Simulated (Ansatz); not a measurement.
## Mg5ZnO6 (P4/mmm) at 3 levels of theory

One geometry, relaxed with PBE; plane waves with PAW potentials in Ansatz, scalar-relativistic. No spin polarisation. Gaps are the least over mesh and band path; pressure is positive in compression.

```xyz
12
Lattice="3.0186 0.0000 0.0000 0.0000 3.0186 0.0000 0.0000 0.0000 12.7993" Properties=species:S:1:pos:R:3 pbc="T T T"
Mg    0.0000    0.0000    8.5190
Mg    1.5093    1.5093    6.3996
Mg    0.0000    0.0000    4.2803
Mg    1.5093    1.5093    2.1350
Mg    1.5093    1.5093   10.6642
Zn    0.0000    0.0000    0.0000
O     0.0000    0.0000    6.3996
O     1.5093    1.5093    4.2753
O     0.0000    0.0000    2.1643
O     1.5093    1.5093    0.0000
O     0.0000    0.0000   10.6350
O     1.5093    1.5093    8.5240
```

```
 level  cutoff (eV)  k mesh  gap (eV)  pressure (GPa)
   PBE          420   8×8×2      2.68             0.0
r2SCAN          500   8×8×2      3.37            -5.8
   LDA          420   8×8×2      2.62           -10.8
```

It was reached by relaxing an invented guess, and it needn't be the stable form of this composition.
